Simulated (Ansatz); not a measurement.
**A trial form of MgS**

These are results of DFT PBE, scalar-relativistic, plane waves, PAW (Ansatz), not measurements. Cutoff 420 eV, Gaussian smearing, Γ-centred meshes. Cell and atoms relax first on a coarse mesh and then on a converged one. In between, the cell is made exact in the group found at 0.06 Å. The steps can't lower the symmetry of their start. No spin polarisation.

The cell of MgS is invented: 4-connected net, two elements alternating (P4_2/mbc, No. 135). Lengths were set from tabulated atomic sizes, so they are only a guess.

```xyz
16
Lattice="9.1072 0.0000 0.0000 0.0000 9.1072 0.0000 0.0000 0.0000 4.3493" Properties=species:S:1:pos:R:3 pbc="T T T"
Mg    6.2959    5.6692    0.0000
Mg    7.9915    7.3649    2.1747
Mg    2.8113    3.4379    0.0000
Mg    1.1157    1.7423    2.1747
Mg    5.6692    2.8113    2.1747
Mg    7.3649    1.1157    0.0000
Mg    3.4379    6.2959    2.1747
Mg    1.7423    7.9915    0.0000
S     1.1157    7.3649    2.1747
S     2.8113    5.6692    0.0000
S     7.9915    1.7423    2.1747
S     6.2959    3.4379    0.0000
S     1.7423    1.1157    0.0000
S     3.4379    2.8113    2.1747
S     7.3649    7.9915    0.0000
S     5.6692    6.2959    2.1747
```

The zero of energy is the elements' standard structures at the same level; no fitted shifts are applied.

**Question.** Describe the relaxed structure.

**Answer.** The symmetry goes from P4_2/mbc (No. 135) to I4/mcm (No. 140), and the primitive cell from 16 to 8 atoms. The volume per atom grows by 6.7 %, from 22.5 to 24.1 Å³. The shortest distance goes from 2.23 Å (Mg–S) to 2.49 Å (Mg–S). The energy falls by about 0.39 eV/atom (the start's value is from the coarse mesh). The end is written in a standard setting, so origin, axes and order of atoms can differ from the start's. Conventional cell: a = 8.561 Å, c = 5.253 Å. Around Mg lie 5 S at 2.49–2.63 Å; around S lie 5 Mg at 2.49–2.63 Å.

```yaml
crystal:
  lattice:
    - [-4.28041, 4.28041, 2.62631]
    - [4.28041, -4.28041, 2.62631]
    - [4.28041, 4.28041, -2.62631]
  atoms:
    - { symbol: Mg, position: [0.14320, 0.64320, 0.78640] }
    - { symbol: Mg, position: [0.85680, 0.35680, 0.21360] }
    - { symbol: Mg, position: [0.35680, 0.14320, 0.50000] }
    - { symbol: Mg, position: [0.64320, 0.85680, 0.50000] }
    - { symbol: S, position: [0.84867, 0.65133, 0.50000] }
    - { symbol: S, position: [0.15133, 0.34867, 0.50000] }
    - { symbol: S, position: [0.65133, 0.15133, 0.80266] }
    - { symbol: S, position: [0.34867, 0.84867, 0.19734] }
```

**Question.** Give its energy and gap.

**Answer.** The formation energy is −1.365 eV/atom. The gap on the 4×4×4 mesh of the 16-atom cell is 2.94 eV.

It lies below the elements, which doesn't yet make it stable against other compounds or structures.

The last run used Gaussian smearing of 0.02 eV. Kohn–Sham gaps at this level usually fall short of measured ones. The reference form of S is held partly by dispersion forces, which this level lacks. Symmetry constrained the relaxation, so the result can be a saddle point.
